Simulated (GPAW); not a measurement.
# Quasiparticle gap of CuI (Marshite) in GPAW

Wanted: ground state, empty states, screening and self-energy for CuI (Marshite).

Main program and level: GPAW 26.7.0; PBE and many-body steps on it, plane waves.

The database entry behind the starting cell differs from later determinations by our own check (about 0.15 % long (mineral sample)), so it need not match the best structure at ambient conditions.

## 1. The starting structure

It takes space group F-43m (No. 216, cubic). The conventional cell has a = 6.063 Å, b = 6.063 Å, c = 6.063 Å, α = 90.00°, β = 90.00°, γ = 90.00°. Nearest to Cu lie 4 I at 2.63 Å. I has 4 Cu at 2.63 Å nearest. Farther neighbours and most contacts between anions are not listed.

The cell and positions come from the Crystallography Open Database and are kept as given unless a step says otherwise. Spin-orbit coupling is left out unless a step names it.

## 2. Ground state

This step: GPAW 26.7.0; DFT, PBE, plane waves, PAW.

The ground-state density comes first.

Contents of run.py:

```python
import json
import numpy as np
from gpaw.mpi import world
from ase import Atoms
from gpaw import GPAW, PW, FermiDirac

atoms = Atoms(['Cu', 'I'],
    cell=[[0.0000000000, 3.0315000000, 3.0315000000],
      [3.0315000000, 0.0000000000, 3.0315000000],
      [3.0315000000, 3.0315000000, 0.0000000000]],
    scaled_positions=[[0.2500000000, 0.2500000000, 0.2500000000],
      [0.0000000000, 0.0000000000, 0.0000000000]],
    pbc=(True, True, True))
calc = GPAW(mode=PW(600),
    xc='PBE',
    kpts={'size': (6, 6, 6), 'gamma': True},
    occupations=FermiDirac(0.001),
    nbands=-7,
    convergence={'density': 1e-6, 'bands': -3},
    maxiter=100,
    txt='gs.txt')
atoms.calc = calc
res = {'energy': atoms.get_potential_energy()}
kpts = calc.get_ibz_k_points()
res['kpts'] = kpts
res['eigenvalues'] = [calc.get_eigenvalues(kpt=k) for k in range(len(kpts))]
res['n_electrons'] = calc.get_number_of_electrons()
calc.write('gs.gpw')

if world.rank == 0:
    with open('result.json', 'w') as f:
        json.dump(res, f, default=lambda x: x.tolist())
```

Command:

```console
$ mpirun -n 4 gpaw python run.py
```

Numbers of over 12 decimals in the logs are rounded to 6 here.

The log of the run:

```text
__  _  _
 | _ |_)|_||  |
 |__||  | ||/\| - 26.7.0

Input parameters:
  mode=PW(ecut=600.0),
  convergence={'density': 1e-06, 'bands': -3},
  kpts=MonkhorstPack(size=(6, 6, 6), gamma=True),
  maxiter=100,
  nbands=-7,
  occupations=Occupations(name='fermi-dirac', width=0.001, fixmagmom=False),
  xc=XC(name='PBE')
  [... matrices ...]
Diagonalizing LCAO Hamiltonian
Converting LCAO to pw mode

            Cu

       I

Atoms  # Å, Bohr magnetons
|   | symbol |        x |        y |        z |    initial magnetic moments |
| 0 |     Cu | 1.515750 | 1.515750 | 1.515750 | ( 0.0000,  0.0000,  0.0000) |
| 1 |      I | 0.000000 | 0.000000 | 0.000000 | ( 0.0000,  0.0000,  0.0000) |

Unit cell  # Å
| periodic |        x |        y |        z |  lengths |    angles |
|      yes | 0.000000 | 3.031500 | 3.031500 | 4.287188 | 60.000000 |
|      yes | 3.031500 | 0.000000 | 3.031500 | 4.287188 | 60.000000 |
|      yes | 3.031500 | 3.031500 | 0.000000 | 4.287188 | 60.000000 |

Number of symmetries: 24
Symmetry operations  # r_c * U_cc + t_c -> r_c
|    | kind |            matrix            |
|  0 |  E   |  1, 0, 0,  0, 1, 0,  0, 0, 1 |
|  1 |  σ   |  1, 0, 0,  0, 0, 1,  0, 1, 0 |
|  2 |  σ   |  1, 0,-1,  0, 1,-1,  0, 0,-1 |
|  3 |  C3  |  1, 0,-1,  0, 0,-1,  0, 1,-1 |
|  4 |  C3  |  1,-1, 0,  0,-1, 1,  0,-1, 0 |
|  5 |  σ   |  1,-1, 0,  0,-1, 0,  0,-1, 1 |
|  6 |  σ   |  0, 1, 0,  1, 0, 0,  0, 0, 1 |
|  7 |  C3  |  0, 1, 0,  0, 0, 1,  1, 0, 0 |
|  8 |  C2  |  0, 1,-1,  1, 0,-1,  0, 0,-1 |
|  9 |  S4  |  0, 1,-1,  0, 0,-1,  1, 0,-1 |
| 10 |  C3  |  0, 0, 1,  1, 0, 0,  0, 1, 0 |
| 11 |  σ   |  0, 0, 1,  0, 1, 0,  1, 0, 0 |
| 12 |  S4  |  0, 0,-1,  1, 0,-1,  0, 1,-1 |
| 13 |  C3  |  0, 0,-1,  0, 1,-1,  1, 0,-1 |
| 14 |  S4  |  0,-1, 1,  1,-1, 0,  0,-1, 0 |
| 15 |  C2  |  0,-1, 1,  0,-1, 0,  1,-1, 0 |
| 16 |  C3  |  0,-1, 0,  1,-1, 0,  0,-1, 1 |
| 17 |  S4  |  0,-1, 0,  0,-1, 1,  1,-1, 0 |
| 18 |  S4  | -1, 1, 0, -1, 0, 1, -1, 0, 0 |
| 19 |  C3  | -1, 1, 0, -1, 0, 0, -1, 0, 1 |
| 20 |  C3  | -1, 0, 1, -1, 1, 0, -1, 0, 0 |
| 21 |  S4  | -1, 0, 1, -1, 0, 0, -1, 1, 0 |
| 22 |  σ   | -1, 0, 0, -1, 1, 0, -1, 0, 1 |
| 23 |  C2  | -1, 0, 0, -1, 0, 1, -1, 1, 0 |

BZ-sampling:
  Number of BZ points: 216
  Number of IBZ points: 16

  Monkhorst-Pack size: [6, 6, 6]
  Monkhorst-Pack shift: [0.083333, 0.083333, 0.083333]

K-points  # in reciprocal-cell coordinates
|     |                                coordinates |     weight |
|   0 | (  0.00000000,   0.00000000,   0.00000000) | 0.00462963 |
|   1 | (  0.16666667,   0.16666667,   0.00000000) | 0.02777778 |
|   2 | (  0.16666667,   0.16666667,   0.16666667) | 0.03703704 |
|   3 | (  0.33333333,   0.16666667,   0.16666667) | 0.05555556 |
|   4 | (  0.33333333,   0.33333333,  -0.33333333) | 0.05555556 |
|   5 | (  0.33333333,   0.33333333,   0.00000000) | 0.02777778 |
|   6 | (  0.33333333,   0.33333333,   0.16666667) | 0.11111111 |
|   7 | (  0.33333333,   0.33333333,   0.33333333) | 0.03703704 |
|   8 | (  0.50000000,   0.33333333,  -0.33333333) | 0.11111111 |
|   9 | (  0.50000000,   0.33333333,  -0.16666667) | 0.05555556 |
| ... |                                            |            |
|  15 | (  0.50000000,   0.50000000,   0.50000000) | 0.01851852 |

Plane wave coefficients: 1874
Cutoff: 600.0 eV

Spin-components: 1 (collinear spins)
Bands:           16
Projectors:      11
Spin-degeneracy: 2
Datatype:        complex128

  Storage: CPU
  Wave functions: 7_524_352 bytes (1_881_088 per core)
  Projectors: 10_345_984 bytes (2_586_496 per core)
  [... matrices ...]
Parallelization:
  kpt:    4
  domain: 1
  band:   1

Density:
  Valence electrons: 18.0
  Components: 1
  Grid points: [25 25 25]
  Charge: 0.0  # |e|

Potential:
  Grid points: [25 25 25]

species:
  Cu:
    name:    Copper
    Z:       29.0
    valence: 11
    core:    18
    charge:  0.0  # [|e|]
    compensation charges:
      type: gauss
      rc: 0.33  # [Å]
      lmax: 2
    cutoffs:
      filter: 2.06  # [Å]
      core: 2.43  # [Å]
    projectors
    | kind |    occ | energy [eV] | rcut [Å] |
    |   4s |  1.000 |      -4.609 |    1.164 |
    |   4p |  0.000 |      -0.698 |    1.164 |
    |   3d | 10.000 |      -5.039 |    1.058 |
    |    s |        |      22.603 |    1.164 |
    |    p |        |      26.513 |    1.164 |
    |    d |        |      22.172 |    1.058 |

    Using partial waves for Cu as LCAO basis

  I:
    name:    Iodine
    Z:       53.0
    valence: 7
    core:    46
    charge:  0.0  # [|e|]
    compensation charges:
      type: gauss
      rc: 0.37  # [Å]
      lmax: 2
    cutoffs:
      filter: 2.06  # [Å]
      core: 2.90  # [Å]
    projectors
    | kind |    occ | energy [eV] | rcut [Å] |
    |   5s |  2.000 |     -17.382 |    1.164 |
    |   5p |  5.000 |      -7.088 |    1.164 |
    |    s |        |       9.829 |    1.164 |
    |    p |        |      20.123 |    1.164 |
    |    d |        |       0.000 |    1.164 |

    Using partial waves for I as LCAO basis

Reference energy: -238562.247507  # eV

eigensolver:
  PPCG
  Converge bands: -3
  niter=2

density mixing:
  MSR1-Mixer
  Pratt-step length: 0.05
  Maximum mixing coefficient: 0.75
  Old densities: 10
  SVD Regularization: 0.005
  Good broyden scale: 1.0
  Trust region scale: 1.0
  Backstep threshold: 4.0
  History deletion threshold: 6.0
  Fourier metric: weight=20.0, sigma=0.015

occupation numbers:
  Fermi-Dirac:
    width: 0.0010  # eV

poisson solver:
  ecut: 4800.0  # eV

xc functional:
  name: PBE with 2 nearest neighbor stencil

Initialization done in: 0.912 s

convergence criteria:
- Maximum integral of absolute [dens]ity change: 1e-06 electrons / valence electron
- Maximum [total energy] change in last 3 cyles: 0.0005 eV / valence electron
- Maximum integral of absolute [eigenst]ate change: 4e-08 eV^2 / valence electron
maximum number of iterations: 100

SCF iterations
|iter     |     time |      energy | eigst |  dens |
|iter:   1|  |   -5.657456 | +1.13 |       |
|iter:   2|  |   -5.565500 | -1.24 | -1.30 |
|iter:   3|  |   -5.453490 | -1.68 | -1.38 |
|iter:   4|  |   -5.451232 | -3.74 | -1.72 |
|iter:   5|  |   -5.449780c| -3.38 | -1.89 |
|iter:   6|  |   -5.449809c| -4.89 | -3.06 |
|iter:   7|  |   -5.449827c| -5.15 | -3.33 |
|iter:   8|  |   -5.449827c| -6.57 | -4.17 |
|iter:   9|  |   -5.449827c| -7.58c| -4.69 |
|iter:  10|  |   -5.449827c| -8.33c| -5.45 |
|iter:  11|  |   -5.449827c| -8.86c| -5.85 |
|iter:  12|  |   -5.449827c| -9.57c| -6.90c|

Converged in 12 steps
SCF loop duration: 1.556 s (0.130 s/step)
Energy contributions relative to reference atoms: (reference = -238562.247507)
  [... matrices ...]
Energy contributions:
  Kinetic:           1.724087
  Coulomb:          -2.332390
  Zero:             -0.004528
  External:          0.000000
  Xc:               -4.836996
  Entropy:          -0.000000
  Spinorbit:         0.000000
  ----------------------------
  Free energy:      -5.449827
  Extrapolated:     -5.449827

dipole moment: (-31.753517, -31.753517, -31.753517)  # |e|*Ang

Fermi level: 5.434
Eigenvalues  # (at kpt = [0.000, 0.000, 0.000])
| band index |      eig [eV] | occ [0-2] |
|          0 |        -9.551 |     2.000 |
|          1 |         0.823 |     2.000 |
|          2 |         0.823 |     2.000 |
|          3 |         0.823 |     2.000 |
|          4 |         2.633 |     2.000 |
|          5 |         2.633 |     2.000 |
|          6 |         4.474 |     2.000 |
|          7 |         4.474 |     2.000 |
|          8 |         4.474 |     2.000 |
|          9 |         5.612 |     0.000 |
|         10 |         9.359 |     0.000 |
|         11 |         9.359 |     0.000 |
|         12 |         9.359 |     0.000 |
|         13 |        12.853 |     0.000 |
|         14 |        14.172 |     0.000 |
|         15 |        14.172 |     0.000 |

Gap: 1.138 eV
Transition (v -> c):
  (s=0, k=0, n=8, [0.00, 0.00, 0.00]) -> (s=0, k=0, n=9, [0.00, 0.00, 0.00])
No difference between direct/indirect transitions
# Writing to gs.gpw (mode='')
  [... matrices ...]
```

Elapsed: 4 s, on 4 MPI ranks of Intel Xeon 6975P-C (Granite Rapids), shared host; peak memory 0.62 GiB.

This step gave:

```
total energy               : -5.450 eV
gap                        : 1.138 eV
k of the valence top       : 0, 0, 0
k of the conduction bottom : 0, 0, 0
least direct gap           : 1.138 eV
```

The gap is direct, at Γ.

## 3. Bands along the symmetry lines

The cheap functional maps the bands first; the places of the edges decide which points the dearer methods must see.

Contents of run.py:

```python
import json
import numpy as np
from gpaw.mpi import world
from gpaw import GPAW

path = [[0.000000, 0.000000, 0.000000],
    [-0.062500, -0.062500, 0.000000],
    [-0.125000, -0.125000, 0.000000],
    [-0.187500, -0.187500, 0.000000],
    [-0.250000, -0.250000, 0.000000],
    [-0.312500, -0.312500, 0.000000],
    [-0.375000, -0.375000, 0.000000],
    [-0.437500, -0.437500, 0.000000],
    [-0.500000, -0.500000, 0.000000],
    [-0.484375, -0.484375, 0.031250],
    [-0.468750, -0.468750, 0.062500],
    [-0.453125, -0.453125, 0.093750],
    [-0.437500, -0.437500, 0.125000],
    [-0.421875, -0.421875, 0.156250],
    [-0.406250, -0.406250, 0.187500],
    [-0.390625, -0.390625, 0.218750],
    [-0.375000, -0.375000, 0.250000],
    [-0.375000, 0.000000, 0.375000],
    [-0.328125, 0.000000, 0.328125],
    [-0.281250, 0.000000, 0.281250],
    [-0.234375, 0.000000, 0.234375],
    [-0.187500, 0.000000, 0.187500],
    [-0.140625, 0.000000, 0.140625],
    [-0.093750, 0.000000, 0.093750],
    [-0.046875, 0.000000, 0.046875],
    [0.000000, 0.000000, 0.000000],
    [0.000000, 0.000000, 0.062500],
    [0.000000, 0.000000, 0.125000],
    [0.000000, 0.000000, 0.187500],
    [0.000000, 0.000000, 0.250000],
    [0.000000, 0.000000, 0.312500],
    [0.000000, 0.000000, 0.375000],
    [0.000000, 0.000000, 0.437500],
    [-0.000000, 0.000000, 0.500000],
    [-0.062500, -0.031250, 0.468750],
    [-0.125000, -0.062500, 0.437500],
    [-0.187500, -0.093750, 0.406250],
    [-0.250000, -0.125000, 0.375000],
    [-0.312500, -0.156250, 0.343750],
    [-0.375000, -0.187500, 0.312500],
    [-0.437500, -0.218750, 0.281250],
    [-0.500000, -0.250000, 0.250000],
    [-0.500000, -0.281250, 0.218750],
    [-0.500000, -0.312500, 0.187500],
    [-0.500000, -0.343750, 0.156250],
    [-0.500000, -0.375000, 0.125000],
    [-0.500000, -0.406250, 0.093750],
    [-0.500000, -0.437500, 0.062500],
    [-0.500000, -0.468750, 0.031250],
    [-0.500000, -0.500000, 0.000000]]
calc = GPAW('gs.gpw').fixed_density(kpts=path,
    symmetry='off',
    nbands=19,
    convergence={'bands': 15},
    txt='bands.txt')
res = {}
kpts = calc.get_ibz_k_points()
res['kpts'] = kpts
res['eigenvalues'] = [calc.get_eigenvalues(kpt=k) for k in range(len(kpts))]
res['n_electrons'] = calc.get_number_of_electrons()

if world.rank == 0:
    with open('result.json', 'w') as f:
        json.dump(res, f, default=lambda x: x.tolist())
```

Command:

```console
$ mpirun -n 4 gpaw python run.py
```

The log of the run:

```text
Diagonalizing LCAO Hamiltonian
Converting LCAO to pw mode
convergence criteria:
- Maximum integral of absolute [eigenst]ate change: 4e-08 eV^2 / valence electron
maximum number of iterations: 100

SCF iterations
|iter     |     time |      energy | eigst |  dens |
|iter:   1|  |             | +1.59 |       |
|iter:   2|  |             | -0.05 |       |
|iter:   3|  |             | -0.99 |       |
[...]
|iter:   7|  |             | -6.01 |       |
|iter:   8|  |             | -7.35 |       |
|iter:   9|  |             | -8.13c|       |
SCF steps: 9
  __  _  _
 | _ |_)|_||  |
 |__||  | ||/\| - 26.7.0

Input parameters:
  mode=PW(ecut=600.0),
  convergence={'bands': 15},
  gpts=array([25, 25, 25]),
  kpts=KPoints(kpts=array([[ 0.      ,  0.      ,  0.      ],
         [-0.0625  , -0.0625  ,  0.      ],
         [-0.125   , -0.125   ,  0.      ],
         [-0.1875  , -0.1875  ,  0.      ],
[...]
[-0.484375, -0.484375,  0.03125 ],
[...]
[-0.453125, -0.453125,  0.09375 ],
[...]
[-0.421875, -0.421875,  0.15625 ],
[...]
[-0.390625, -0.390625,  0.21875 ],
[...]
[-0.328125,  0.      ,  0.328125],
[...]
[-0.234375,  0.      ,  0.234375],
[...]
[-0.140625,  0.      ,  0.140625],
[...]
[-0.046875,  0.      ,  0.046875],
         [ 0.      ,  0.      ,  0.      ],
         [ 0.      ,  0.      ,  0.0625  ],
         [ 0.      ,  0.      ,  0.125   ],
[...]
[ 0.      ,  0.      ,  0.375   ],
         [ 0.      ,  0.      ,  0.4375  ],
[...]
[-0.5     , -0.4375  ,  0.0625  ],
         [-0.5     , -0.46875 ,  0.03125 ],
         [-0.5     , -0.5     ,  0.      ]])),
  maxiter=100,
  nbands=19,
  occupations=Occupations(name='fermi-dirac', width=0.001, fixmagmom=False),
  parallel={},
  symmetry=Symmetry(point_group=False, time_reversal=False),
  xc=XC(name='PBE')
  [... matrices ...]
timing:  # [seconds]
  Total: 0.038  # ━━━━━━━━━━━━━━━━━━━━━━━━━━━━━━━━━━━━━━━━━━━━━━━━━━━━━━━━━━━
```

Elapsed: 5.2 s, on 4 MPI ranks; peak memory 0.75 GiB; 20 s of CPU time.

Numbers from this step:

```
gap                        : 1.138 eV
k of the valence top       : 0, 0, 0
k of the conduction bottom : 0, 0, 0
least direct gap           : 1.138 eV
```

The gap is 1.138 eV, as in the run before at this level.

Electronic bands along the path, in eV, zero at the top of the highest filled band:

```tsv
point	band 6	band 7	band 8	band 9	band 10	band 11	band 12	band 13
Γ	-1.84	0.00	0.00	0.00	1.14	4.88	4.88	4.88
halfway	-1.79	-1.08	-0.87	-0.87	3.22	3.39	6.81	6.81
X	-1.79	-1.74	-1.48	-1.48	2.71	2.90	9.19	9.86
halfway	-1.79	-1.77	-1.47	-1.41	2.87	3.39	8.44	9.05
U	-1.81	-1.70	-1.49	-1.23	3.10	4.62	7.56	7.90
jump to K	-1.81	-1.70	-1.49	-1.23	3.10	4.62	7.56	7.90
halfway	-1.81	-1.32	-1.06	-0.39	3.11	5.00	5.58	5.67
Γ	-1.84	0.00	0.00	0.00	1.14	4.88	4.88	4.88
halfway	-1.85	-1.26	-0.37	-0.37	2.27	5.45	5.45	5.48
L	-1.81	-1.76	-0.71	-0.71	2.15	5.42	5.42	7.44
halfway	-1.82	-1.71	-1.29	-0.99	3.49	4.68	6.23	7.43
W	-1.89	-1.75	-1.58	-1.24	4.50	4.65	6.07	6.40
halfway	-1.86	-1.75	-1.54	-1.33	3.39	3.51	7.81	7.97
X	-1.79	-1.74	-1.48	-1.48	2.71	2.90	9.19	9.86
```

## 4. Empty states on the mesh, 4×4×4 mesh, 242 bands

The sums over transitions need many empty states on a uniform mesh; this step solves for them.

Contents of run.py:

```python
import json
import numpy as np
from gpaw.mpi import world
from gpaw import GPAW

calc = GPAW('gs.gpw').fixed_density(kpts={'size': (4, 4, 4), 'gamma': True},
    parallel={'domain': 1, 'band': 1},
    txt='nscf.txt')
calc.diagonalize_full_hamiltonian(nbands=242)
calc.write('full.gpw', mode='all')
res = {}
kpts = calc.get_ibz_k_points()
res['kpts'] = kpts
res['eigenvalues'] = [calc.get_eigenvalues(kpt=k) for k in range(len(kpts))]
res['n_electrons'] = calc.get_number_of_electrons()

if world.rank == 0:
    with open('result.json', 'w') as f:
        json.dump(res, f, default=lambda x: x.tolist())
```

Command:

```console
$ mpirun -n 4 gpaw python run.py
```

The log of the run:

```text
Diagonalizing LCAO Hamiltonian
Converting LCAO to pw mode
convergence criteria:
- Maximum integral of absolute [eigenst]ate change: 4e-08 eV^2 / valence electron
maximum number of iterations: 100

SCF iterations
|iter     |     time |      energy | eigst |  dens |
|iter:   1|  |             | +1.01 |       |
|iter:   2|  |             | -0.67 |       |
|iter:   3|  |             | -2.05 |       |
|iter:   4|  |             | -3.51 |       |
|iter:   5|  |             | -4.66 |       |
|iter:   6|  |             | -5.87 |       |
|iter:   7|  |             | -6.82 |       |
|iter:   8|  |             | -7.62c|       |
SCF steps: 8
  __  _  _
 | _ |_)|_||  |
 |__||  | ||/\| - 26.7.0

Input parameters:
  mode=PW(ecut=600.0),
  convergence={'density': 1e-06, 'bands': -3},
  gpts=array([25, 25, 25]),
  kpts=MonkhorstPack(size=(4, 4, 4), gamma=True),
  maxiter=100,
  nbands=16,
  occupations=Occupations(name='fermi-dirac', width=0.001, fixmagmom=False),
  parallel={'domain': 1, 'band': 1},
  xc=XC(name='PBE')
Matrix size: 1876x1876
# Writing to full.gpw (mode='all')
  [... matrices ...]

timing:  # [seconds]
  Total: 6.305  # ━━━━━━━━━━━━━━━━━━━━━━━━━━━━━━━━━━━━━━━━━━━━━━━━━━━━━━━━━━━
```

Run time: 9.3 s. Hardware: 4 MPI ranks; peak memory 1.8 GiB; 36 s of CPU time.

Numbers from this step:

```
gap                                                           : 1.138 eV
k of the valence top                                          : 0, 0, 0
k of the conduction bottom                                    : 0, 0, 0
least direct gap                                              : 1.138 eV
k points computed                                             : 8
lowest point of the top converged band, above the valence top : 138.5158 eV
```

On this mesh the gap is 1.138 eV.

(Continued in part 2 of 2.)

[Paths, hosts, dates, memory and timing lines, banners, echoed tables and standing remarks are left out of the program output.]

[Logs are printed without paths, hosts, clocks, repeated set-up lines and the standing remarks that a program may print on its own settings, such as how far it seeks lower states.]

[Runs of the session that timed out or met a known fault of the program may be left out.]

[Hosts, paths, dates, database ids (printed as entryN), source tags and the programs' standing remarks are cut or masked in the printed files.]
